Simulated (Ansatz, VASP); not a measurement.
Two plane-wave programs on Al3Cu2

The input INCAR:

```
ALGO = Normal
EDIFF = 1E-7
ENCUT = 520
GGA = PS
ISIF = 2
ISMEAR = -1
KPAR = 2
LASPH = True
LCHARG = False
LREAL = False
LWAVE = False
NBANDS = 24
NELM = 60
PREC = Accurate
SIGMA = 0.05
```

Contents of KPOINTS:

```
k-points
0
Gamma
  8 8 6
```

The input POSCAR:

```
Al3Cu2
1.0
    4.0084189809      0.0000000000      0.0000000000
   -2.0042094905      3.4713926665      0.0000000000
    0.0000000000      0.0000000000      4.8908566584
Cu Al
2 3
Direct
    0.6666666667      0.3333333333      0.1604878700
    0.3333333333      0.6666666667      0.8395121300
    0.6666666667      0.3333333333      0.6500746500
    0.3333333333      0.6666666667      0.3499253500
    0.0000000000      0.0000000000      0.0000000000
```

Contents of input.yaml:

```yaml
crystal:
  lattice:
    - [4.0084189809, 0.0, 0.0]
    - [-2.0042094905, 3.4713926665, 0.0]
    - [0.0, 0.0, 4.8908566584]
  atoms:
    - { symbol: Cu, position: [0.6666666667, 0.3333333333, 0.16048787] }
    - { symbol: Cu, position: [0.3333333333, 0.6666666667, 0.83951213] }
    - { symbol: Al, position: [0.6666666667, 0.3333333333, 0.65007465] }
    - { symbol: Al, position: [0.3333333333, 0.6666666667, 0.34992535] }
    - { symbol: Al, position: [0.0, 0.0, 0.0] }
hamiltonian:
  xc: pbesol
  pseudopotentials: { kind: paw }
kpoints:
  mp_grid: { grid: [8, 8, 6] }
scf:
  occupations: { method: fermi_dirac, width: 0.05 }
output:
  forces: true
  stress: true
  eigenvalues: true
  write_density: true
  write_potential: true
  elf: true
  volumetric_format: npy
```

Change from the starting cell: volume scaled by 0.94.

Alike in both runs: task single point; functional PBEsol; k mesh 8 × 8 × 6; occupations fermi-dirac, width 0.05 eV; no spin polarisation.

|  | VASP | Ansatz |
| --- | --- | --- |
| version | VASP 6.6.1 | Ansatz 0.2.0 |
| potentials or method | VASP PAW PBE potentials, release 64 (Cu, Al) | Ansatz PAW |
| plane-wave cutoff (eV) | 520 | 420 |
| valence electrons in the cell | 31 | 47 |

|  | VASP | Ansatz | Ansatz less VASP |
| --- | --- | --- | --- |
| gap on the k mesh at the Fermi level (eV) | none | none | - |
| pressure (GPa) | 8.6 | 8.3 | -0.31 |
| rms of the force components (eV/Å) | 0.051 | 0.050 | -0.0001 |

Atom by atom the forces differ by 0.002 eV/Å (rms over components). A gap of «none» marks a metal or a gap that the smearing closes. The functional is the same, so the differences come from potentials, cutoffs and numerics. The two sets of potentials don't hold the same shells in valence.

Caveats: the PAW data sets were made with another functional, which shifts forces and pressure a little (VASP); the PAW data sets come from PBE, with cores solved anew for the run's functional, which leaves a small shift of forces and pressure (Ansatz).
